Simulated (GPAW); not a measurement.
# A GW chain in GPAW: SnS2

Wanted: ground state, empty states, screening and self-energy for SnS2.

Method: PBE and many-body steps on it, plane waves, in GPAW 26.7.0.

This is a report of a sequence of runs, with the program logs left out and the cost of each run kept.

The database entry behind the starting cell differs from other determinations of this structure, so it need not match the best structure at room temperature.

**1. Set-up**

The cell holds 3 atoms: 1 Sn and 2 S. Its edges and angles: a = 3.639 Å, b = 3.639 Å, c = 13.900 Å, α = 90.0°, β = 90.0°, γ = 120.0°. It derives from SnS2. Vacuum lies along c.

Coordinates:

```cif
data_structure
_symmetry_space_group_name_H-M 'P 1'
_symmetry_Int_Tables_number 1
_cell_length_a 3.6390
_cell_length_b 3.6390
_cell_length_c 13.9000
_cell_angle_alpha 90.000
_cell_angle_beta 90.000
_cell_angle_gamma 120.000
_cell_volume 159.41
loop_
_atom_site_label
_atom_site_type_symbol
_atom_site_fract_x
_atom_site_fract_y
_atom_site_fract_z
_atom_site_occupancy
Sn1 Sn 0.00000 0.00000 0.50000 1
S2 S 0.33333 0.66667 0.60554 1
S3 S 0.66667 0.33333 0.39446 1
```

**2. Ground state**

This step: GPAW 26.7.0; DFT, PBE, plane waves, PAW.

The ground-state density comes first.

run.py reads:

```python
import json
import numpy as np
from gpaw.mpi import world
from ase import Atoms
from gpaw import GPAW, PW, FermiDirac

atoms = Atoms(['Sn', 'S', 'S'],
    cell=[[3.6390000000, 0.0000000000, 0.0000000000],
      [-1.8195000000, 3.1514664444, 0.0000000000],
      [0.0000000000, 0.0000000000, 13.9000000000]],
    scaled_positions=[[0.0000000000, 0.0000000000, 0.5000000000],
      [0.3333333333, 0.6666666667, 0.6055395683],
      [0.6666666667, 0.3333333333, 0.3944604317]],
    pbc=(True, True, False))
calc = GPAW(mode=PW(450),
    xc='PBE',
    kpts={'size': (9, 9, 1), 'gamma': True},
    occupations=FermiDirac(0.001),
    nbands=-7,
    convergence={'density': 1e-6, 'bands': -3},
    maxiter=100,
    txt='gs.txt')
atoms.calc = calc
res = {'energy': atoms.get_potential_energy(), 'forces': atoms.get_forces(), 'stress': atoms.get_stress()}
kpts = calc.get_ibz_k_points()
res['kpts'] = kpts
res['eigenvalues'] = [calc.get_eigenvalues(kpt=k) for k in range(len(kpts))]
res['n_electrons'] = calc.get_number_of_electrons()
calc.write('gs.gpw')

if world.rank == 0:
    with open('result.json', 'w') as f:
        json.dump(res, f, default=lambda x: x.tolist())
```

The run is started by

```
mpirun -n 4 gpaw python run.py
```

The job ended after 8.4 s (4 MPI ranks of Arm Neoverse V1, shared host; peak memory 0.71 GiB; 33 s of CPU time).

Read from the output:

- total energy: -13.34 eV
- gap: 1.714 eV
- k of the valence top: 0.1111, 0, 0
- k of the conduction bottom: 0.4444, 0, 0
- least direct gap: 1.959 eV

The gap is indirect, with the least direct gap 0.24 eV higher.

**3. Bands along the symmetry lines**

The cheap functional maps the bands first; the places of the edges decide which points the dearer methods must see.

run.py reads:

```python
import json
import numpy as np
from gpaw.mpi import world
from gpaw import GPAW

path = [[0.000000, 0.000000, 0.000000],
    [0.062500, 0.000000, 0.000000],
    [0.125000, 0.000000, 0.000000],
    [0.187500, 0.000000, 0.000000],
    [0.250000, 0.000000, 0.000000],
    [0.312500, 0.000000, 0.000000],
    [0.375000, 0.000000, 0.000000],
    [0.437500, 0.000000, 0.000000],
    [0.500000, 0.000000, 0.000000],
    [0.479167, 0.041667, 0.000000],
    [0.458333, 0.083333, 0.000000],
    [0.437500, 0.125000, 0.000000],
    [0.416667, 0.166667, 0.000000],
    [0.395833, 0.208333, 0.000000],
    [0.375000, 0.250000, 0.000000],
    [0.354167, 0.291667, 0.000000],
    [0.333333, 0.333333, 0.000000],
    [0.291667, 0.291667, 0.000000],
    [0.250000, 0.250000, 0.000000],
    [0.208333, 0.208333, 0.000000],
    [0.166667, 0.166667, 0.000000],
    [0.125000, 0.125000, 0.000000],
    [0.083333, 0.083333, 0.000000],
    [0.041667, 0.041667, 0.000000],
    [0.000000, 0.000000, 0.000000]]
calc = GPAW('gs.gpw').fixed_density(kpts=path,
    symmetry='off',
    nbands=23,
    convergence={'bands': 19},
    txt='bands.txt')
res = {}
kpts = calc.get_ibz_k_points()
res['kpts'] = kpts
res['eigenvalues'] = [calc.get_eigenvalues(kpt=k) for k in range(len(kpts))]
res['n_electrons'] = calc.get_number_of_electrons()

if world.rank == 0:
    with open('result.json', 'w') as f:
        json.dump(res, f, default=lambda x: x.tolist())
```

The run is started by

```
mpirun -n 4 gpaw python run.py
```

Run time: 14 s. Hardware: 4 MPI ranks; peak memory 0.78 GiB; 56 s of CPU time.

Read from the output:

| Quantity | Value |
| --- | --- |
| gap | 1.648 eV |
| k of the valence top | 0.125, 0, 0 |
| k of the conduction bottom | 0.5, 0, 0 |
| least direct gap | 1.910 eV |

The gap is 1.648 eV, −0.066 eV from the run before at this level.

The electronic bands at the labelled points (eV, zero at the top of the highest filled band):

| point | band 10 | band 11 | band 12 | band 13 | band 14 | band 15 | band 16 | band 17 |
| --- | --- | --- | --- | --- | --- | --- | --- | --- |
| Γ | -0.49 | -0.49 | -0.10 | -0.10 | 2.58 | 3.89 | 5.50 | 5.50 |
| halfway | -1.74 | -1.61 | -0.62 | -0.07 | 2.70 | 5.00 | 6.25 | 6.52 |
| M | -2.30 | -2.06 | -0.52 | -0.26 | 1.65 | 4.82 | 6.31 | 6.42 |
| halfway | -3.12 | -2.37 | -0.74 | -0.47 | 2.44 | 5.89 | 6.27 | 6.74 |
| K | -3.63 | -3.22 | -0.66 | -0.66 | 2.80 | 6.23 | 6.23 | 7.69 |
| halfway | -2.74 | -1.30 | -0.83 | -0.35 | 3.03 | 5.65 | 6.04 | 6.41 |
| Γ | -0.49 | -0.49 | -0.10 | -0.10 | 2.58 | 3.89 | 5.50 | 5.50 |

**4. Empty states on the mesh, 9×9×1 mesh, 269 bands**

The sums over transitions need many empty states on a uniform mesh; this step solves for them.

run.py reads:

```python
import json
import numpy as np
from gpaw.mpi import world
from gpaw import GPAW

calc = GPAW('gs.gpw').fixed_density(kpts={'size': (9, 9, 1), 'gamma': True},
    parallel={'domain': 1, 'band': 1},
    txt='nscf.txt')
calc.diagonalize_full_hamiltonian(nbands=269)
calc.write('full.gpw', mode='all')
res = {}
kpts = calc.get_ibz_k_points()
res['kpts'] = kpts
res['eigenvalues'] = [calc.get_eigenvalues(kpt=k) for k in range(len(kpts))]
res['n_electrons'] = calc.get_number_of_electrons()

if world.rank == 0:
    with open('result.json', 'w') as f:
        json.dump(res, f, default=lambda x: x.tolist())
```

The run is started by

```
mpirun -n 4 gpaw python run.py
```

The job ended after 2.2 min (4 MPI ranks; peak memory 4.6 GiB).

Read from the output:

```yaml
gap: 1.714 eV
k_of_the_valence_top: 0.1111, 0, 0
k_of_the_conduction_bottom: 0.4444, 0, 0
least_direct_gap: 1.959 eV
k_points_computed: 12
lowest_point_of_the_top_converged_band_above_the_valence_top: 77.4833 eV
```

On this mesh the gap is 1.714 eV.

**5. Screening and self-energy, 9×9×1 mesh, 120 bands, screening to 48 eV**

G0W0 replaces the xc potential by the self-energy, built once from these orbitals. Only a window of levels is corrected, while the sums run over the empty bands that the input names.

This step: G0W0 on PBE, plane waves, PAW.

run.py reads:

```python
import json
import numpy as np
from gpaw.mpi import world
from gpaw.response.g0w0 import G0W0

gw = G0W0('full.gpw',
    filename='gw',
    kpts=[0, 1, 9],
    bands=(11, 15),
    ecut=48,
    nbands=120,
    truncation='2D',
    integrate_gamma='sphere',
    q0_correction=True,
    frequencies={'type': 'nonlinear', 'domega0': 0.15, 'omega2': 15.0},
    eta=0.1,
    nblocksmax=True)
gw.calculate()
res = {mode: {k: v for k, v in r.items() if k != 'sigma_eskwn'}
       for mode, r in gw.all_results.items()}

if world.rank == 0:
    with open('result.json', 'w') as f:
        json.dump(res, f, default=lambda x: x.tolist())
```

The run is started by

```
mpirun -n 4 gpaw python run.py
```

The job ended after 2.7 min (4 MPI ranks; peak memory 1.9 GiB; 11 min of CPU time).

Numbers from this step:

```yaml
g0w0_gap_on_the_mesh: 3.227 eV
least_direct_g0w0_gap_on_the_computed_points: 3.538 eV
z_at_the_valence_top: 0.7501
z_at_the_conduction_bottom: 0.7799
starting_gap_on_the_mesh: 1.714 eV
k_of_the_valence_top: 0.1111, 0, 0
k_of_the_conduction_bottom: 0.4444, 0, 0
```

The gap on the mesh goes from 1.71 eV to 3.23 eV, a correction of +1.51 eV.

Limits: finite bands, cutoff and mesh; no spin-orbit coupling. v1 is the top filled band, c1 the lowest empty one. Levels before and after the correction, in eV, zero at the valence-band top of each column:

|  | conduction bottom | valence top |
| --- | --- | --- |
| Kohn-Sham | 1.71 | 0.00 |
| G0W0 | 3.23 | 0.00 |

|  | level | energy (eV) |
| --- | --- | --- |
| Kohn-Sham | (0.111 0 0) v2 | -0.606 |
| Kohn-Sham | (0.111 0 0) v1 | 0.000 |
| Kohn-Sham | (0.111 0 0) c1 | 3.020 |
| Kohn-Sham | (0.111 0 0) c2 | 4.503 |
| Kohn-Sham | (0.444 0 0) v2 | -0.506 |
| Kohn-Sham | (0.444 0 0) v1 | -0.245 |
| Kohn-Sham | (0.444 0 0) c1 | 1.714 |
| Kohn-Sham | (0.444 0 0) c2 | 4.853 |
| G0W0 | (0.111 0 0) v2 | -0.674 |
| G0W0 | (0.111 0 0) v1 | 0.000 |
| G0W0 | (0.111 0 0) c1 | 4.661 |
| G0W0 | (0.111 0 0) c2 | 5.924 |
| G0W0 | (0.444 0 0) v2 | -0.704 |
| G0W0 | (0.444 0 0) v1 | -0.311 |
| G0W0 | (0.444 0 0) c1 | 3.227 |
| G0W0 | (0.444 0 0) c2 | 6.246 |

**6. Where the time went**

Times are wall times on 4 MPI ranks of Arm Neoverse V1, shared host, good to a factor of about two.

| step | time | share | memory (GiB) |
| --- | --- | --- | --- |
| ground state | 8.4 s | 3 % | 0.71 |
| bands along the symmetry lines | 14 s | 4 % | 0.78 |
| empty states on the mesh | 2.2 min | 42 % | 4.6 |
| screening and self-energy | 2.7 min | 51 % | 1.9 |

**7. Results**

| Item | Value |
| --- | --- |
| PBE gap | 1.65 eV, indirect |
| G0W0 gap on the mesh | 3.23 eV |
| G0W0 gap over the zone (rigid shift) | 3.16 eV |
| GW settings | 9×9×1 mesh, 120 bands, screening to 48 eV, full frequency, Hilbert transform |
| known limits | short of the basis limit; no spin-orbit coupling |

**Reading.** G0W0 moves the gap on the mesh from 1.71 eV to 3.23 eV (+1.51 eV), with Z of 0.75 and 0.78 at the edges. The mesh misses the band edges by 0.07 eV in all; a rigid shift gives 3.16 eV for the zone. Bands and cutoff are finite, so the gap stands short of the basis limit, usually by up to a few tenths of an eV; the mesh is an error of its own. In this program the long-wavelength screening can come out low in d oxides and layered crystals. The many-body steps are scalar-relativistic: spin-orbit coupling is not in them.

[Long decimals in the printed logs are rounded to 6 places.]

[Logs are printed without paths, hosts, clocks, repeated set-up lines and the standing remarks that a program may print on its own settings, such as how far it seeks lower states.]

[Paths, hosts, dates, memory and timing lines, banners, echoed tables and standing remarks are left out of the program output; an Ansatz launch command may be rebuilt from the run's recorded settings. Measured values are a selection of at most five: reports struck by readers or far from the other reports are left out. None is set beside runs whose start may be inverted or whose files or cutoffs have a known fault.]

[Runs of the session that timed out or met a known fault of the program may be left out.]

[Hosts, paths, dates, database ids (printed as entryN), source tags and the programs' standing remarks are cut or masked in the printed files.]

[Where the starting crystal was built by hand or by swapping elements, it need not be the compound's stable phase.]
